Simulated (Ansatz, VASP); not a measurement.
One calculation of Sb, two programs

File INCAR:

```
SYSTEM = Sb
PREC     = Accurate       ! precision mode
ENCUT    = 600            ! plane-wave cutoff, eV
EDIFF    = 1E-6           ! SCF threshold, eV
ISMEAR   = -1             ! smearing method
SIGMA    = 0.005          ! smearing width, eV
LREAL    = .FALSE.        ! projectors in reciprocal space
LASPH    = .TRUE.         ! aspherical terms in the spheres
NELM     = 80             ! most SCF steps
ALGO     = Normal         ! electronic algorithm
ISIF     = 3              ! what is computed and relaxed
LWAVE    = .FALSE.        ! write WAVECAR
LCHARG   = .FALSE.        ! write CHGCAR
IBRION   = 2              ! ionic algorithm
NSW      = 100            ! ionic steps
EDIFFG   = -0.005         ! ionic threshold
```

Contents of KPOINTS:

```
Automatic mesh
0
G
  12 12 12
  0 0 0
```

File POSCAR:

```
Sb
1.0
    0.0000000000      2.3050000000      2.3050000000
    2.3050000000      0.0000000000      2.3050000000
    2.3050000000      2.3050000000      0.0000000000
Sb
1
Direct
    0.0000000000      0.0000000000      0.0000000000
```

Input for Ansatz:

```yaml
crystal:
  lattice:
    - [0.0, 2.305, 2.305]
    - [2.305, 0.0, 2.305]
    - [2.305, 2.305, 0.0]
  atoms:
    - { symbol: Sb, position: [0.0, 0.0, 0.0] }
kpoints:
  mp_grid: { grid: [12, 12, 12] }
scf:
  occupations: { method: fermi_dirac, width: 0.005 }
hamiltonian:
  xc: lda
  pseudopotentials: { kind: all_electron, lapw: { basis_error: 0.001 } }
output:
  forces: true
  stress: true
relax:
  f_tol: 0.005
  max_steps: 80
  cell: {}
```

This isn't the form of Sb at room conditions, which is rhombohedral.

Alike in both runs: task relaxation of cell and atoms; functional LDA; k mesh 12 × 12 × 12; occupations fermi-dirac, width 0.005 eV; no spin polarisation.

|  | VASP | Ansatz |
| --- | --- | --- |
| version | VASP 6.6.1 | Ansatz 0.2.0 |
| potentials or method | VASP PAW LDA potentials, release 64 (Sb) | all-electron LAPW, scalar-relativistic |
| plane-wave cutoff (eV) | 600 | see its input |

|  | VASP | Ansatz | Ansatz less VASP |
| --- | --- | --- | --- |
| relaxed volume (Å³/atom) | 25.82 | 25.80 | -0.017 |
| relaxed cell length with the largest relative difference (Å) | 3.318 | 3.317 | -0.0007 |
| energy change over the relaxation (meV/atom) | -15 | -15 | +0.7 |

Ansatz ran all-electron here, so the differences hold the error of VASP's frozen core and of both bases.

Spin-orbit coupling is left out, which matters for the levels of Sb.
